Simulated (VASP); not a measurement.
# SiC: convergence, nudged elastic band

SiC, P6_3mc (no. 186), 4 atoms in the cell. PBE, nudged elastic band; PAW potentials Si, C (PBE set). VASP 6.6.1.

Wanted: barrier within 0.02 eV.

Path: polar cell switched through its nonpolar parent at fixed lattice; Moving images: 3.

The series start from Cutoff ENCUT (eV): 500; k mesh: 5 × 5 × 3; SCF threshold EDIFF (eV): 1e-5; PREC: Normal; LREAL: no. Each series keeps the choices made before it, and each single choice may use up half of a tolerance. Times cover all steps of a run.

## Cutoff ENCUT (eV)

| Cutoff ENCUT (eV) | Barrier (eV) | Time (s) |
|---|---|---|
| 350 | 1.922 | 5.6 |
| 400 | 1.921 | 6.0 |
| 450 | 1.919 | 6.0 |
| 500 | 1.919 | 7.3 |
| 550 | 1.919 | 7.5 |
| 600 (reference) | 1.919 | 7.6 |

Chosen: 350, the loosest value from which every tighter one stays within half of the tolerance.

## k mesh

| k mesh | Barrier (eV) | Time (s) |
|---|---|---|
| 3 × 3 × 2 | 1.794 | 4.9 |
| 4 × 4 × 2 | 1.874 | 5.0 |
| 5 × 5 × 3 | 1.922 | 5.6 |
| 7 × 7 × 4 | 1.919 | 6.5 |
| 9 × 9 × 5 (reference) | 1.924 | 7.9 |

Chosen: 5 × 5 × 3.

## SCF threshold EDIFF (eV)

| SCF threshold EDIFF (eV) | Barrier (eV) | Time (s) |
|---|---|---|
| 0.001 | 1.922 | 4.4 |
| 0.0001 | 1.922 | 4.9 |
| 1e-5 | 1.922 | 5.6 |
| 1e-6 (reference) | 1.922 | 5.5 |

Chosen: 0.001.

## PREC

| PREC | Barrier (eV) | Time (s) |
|---|---|---|
| Normal | 1.922 | 4.4 |
| Accurate | 1.922 | 6.3 |

Chosen: Normal; no other choice that stays within half of the tolerance saves 30 % of the time.

## LREAL

| LREAL | Barrier (eV) | Time (s) |
|---|---|---|
| no | 1.922 | 4.4 |
| Auto | 1.922 | 5.0 |

Chosen: no.

## All choices together

| Input | Barrier (eV) | Time (s) |
|---|---|---|
| chosen settings | 1.922 | 4.4 |
| reference settings throughout | 1.921 | 16 |

The tolerance is met.

## The input

INCAR.step1:
```
SYSTEM = SiC
  PREC = Normal
  ENCUT = 350
  EDIFF = 0.001
  ISMEAR = 0
  SIGMA = 0.05
  LREAL = .False.
  LASPH = .True.
  NELM = 100
  ALGO = Normal
  LWAVE = .False.
  LCHARG = .False.
  IBRION = 2
  NSW = 100
  ISIF = 2
  EDIFFG = -0.02
  POTIM = 0.5
  KPAR = 3
```

INCAR.step3, as INCAR.step1 but for:
```
- IBRION = 2
- ISIF = 2
- EDIFFG = -0.02
- POTIM = 0.5
- KPAR = 3
+ IBRION = 1
+ POTIM = 0.3
+ EDIFFG = -0.05
+ SPRING = -5
+ IMAGES = 3
```

KPOINTS:
```
Automatic mesh
0
Gamma
  5 5 3
  0 0 0
```

00/POSCAR:
```
SiC
1.0
    3.0760000000      0.0000000000      0.0000000000
   -1.5380000000      2.6638941420      0.0000000000
    0.0000000000      0.0000000000      5.0480000000
Si C
2 2
Direct
    0.6666666667      0.3333333333      0.5045225364
    0.3333333333      0.6666666667      0.0045225364
    0.6666666667      0.3333333333      0.8804774636
    0.3333333333      0.6666666667      0.3804774636
```

01/POSCAR:
```
SiC
1.0
    3.0760000000      0.0000000000      0.0000000000
   -1.5380000000      2.6638941420      0.0000000000
    0.0000000000      0.0000000000      5.0480000000
Si C
2 2
Direct
    0.6666666667      0.3333333333      0.4735112201
    0.3333333333      0.6666666667     -0.0264887799
    0.6666666667      0.3333333333      0.9114887799
    0.3333333333      0.6666666667      0.4114887799
```

02/POSCAR:
```
SiC
1.0
    3.0760000000      0.0000000000      0.0000000000
   -1.5380000000      2.6638941420      0.0000000000
    0.0000000000      0.0000000000      5.0480000000
Si C
2 2
Direct
    0.6666666667      0.3333333333      0.4424999039
    0.3333333333      0.6666666667     -0.0575000961
    0.6666666667      0.3333333333      0.9425000961
    0.3333333333      0.6666666667      0.4425000961
```

03/POSCAR:
```
SiC
1.0
    3.0760000000      0.0000000000      0.0000000000
   -1.5380000000      2.6638941420      0.0000000000
    0.0000000000      0.0000000000      5.0480000000
Si C
2 2
Direct
    0.6666666667      0.3333333333      0.4114885876
    0.3333333333      0.6666666667     -0.0885114124
    0.6666666667      0.3333333333      0.9735114124
    0.3333333333      0.6666666667      0.4735114124
```

04/POSCAR:
```
SiC
1.0
    3.0760000000      0.0000000000      0.0000000000
   -1.5380000000      2.6638941420      0.0000000000
    0.0000000000      0.0000000000      5.0480000000
Si C
2 2
Direct
    0.6666666667      0.3333333333      0.3804772713
    0.3333333333      0.6666666667     -0.1195227287
    0.6666666667      0.3333333333      1.0045227287
    0.3333333333      0.6666666667      0.5045227287
```

POSCAR.step1:
```
SiC
1.0
    3.0760000000      0.0000000000      0.0000000000
   -1.5380000000      2.6638941420      0.0000000000
    0.0000000000      0.0000000000      5.0480000000
Si C
2 2
Direct
    0.6666666667      0.3333333333      0.5000000000
    0.3333333333      0.6666666667      0.0000000000
    0.6666666667      0.3333333333      0.8850000000
    0.3333333333      0.6666666667      0.3850000000
```

POSCAR.step2:
```
SiC
1.0
    3.0760000000      0.0000000000      0.0000000000
   -1.5380000000      2.6638941420      0.0000000000
    0.0000000000      0.0000000000      5.0480000000
Si C
2 2
Direct
    0.6666666665      0.3333333327      0.5000000000
    0.3333333331      0.6666666661      0.0000000000
    0.6666666665      0.3333333327      1.1150000000
    0.3333333331      0.6666666661      0.6150000000
```

Commands (each step's output is kept before the next begins):
```
cat potpaw_PBE.64/Si/POTCAR potpaw_PBE.64/C/POTCAR > POTCAR
cp INCAR.step1 INCAR
cp POSCAR.step1 POSCAR
mpirun -np 3 vasp_std > vasp.out
cp POSCAR.step2 POSCAR
mpirun -np 3 vasp_std > vasp.out
# 00 and 04 hold the relaxed ends; the images between are interpolated (linear)
cp INCAR.step3 INCAR
mpirun -np 3 vasp_std > vasp.out
```

Limits: the first guess already met the force threshold, so the band hardly moved.

The chosen input took VASP 6.6.1 4.4 s on 3 cores (Intel Xeon 6975P-C (Granite Rapids)), a shared host.
